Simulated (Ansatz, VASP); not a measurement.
**Ta in VASP and in Ansatz**

```xyz
1
Lattice="0.0000 2.1848 2.1848 2.1848 0.0000 2.1848 2.1848 2.1848 0.0000" Properties=species:S:1:pos:R:3 pbc="T T T"
Ta    0.0000    0.0000    0.0000
```

Alike in both runs: task single point; functional r2SCAN; k mesh 14 × 14 × 14; occupations fermi-dirac, width 0.1 eV; no spin polarisation.

|  | VASP | Ansatz |
| --- | --- | --- |
| version | VASP 6.6.1 | Ansatz 0.2.0 |
| potentials or method | VASP PAW PBE potentials, release 64 (Ta_pv) | plane waves (500 eV) with PAW, scalar-relativistic |
| plane-wave cutoff (eV) | 520 | 500 |
| valence electrons in the cell | 11 | 13 |

```tsv
	VASP	Ansatz	Ansatz less VASP
pressure (GPa)	-17.9	-18.2	-0.29
```

The two sets of potentials don't hold the same shells in valence.

Caveats: so large a pressure means that the cell lies far from this level's equilibrium, or that cutoff or potentials fall short (VASP); the potentials were made for another functional, which shifts forces and pressure (VASP). Spin-orbit coupling is left out, which matters for the levels of Ta.
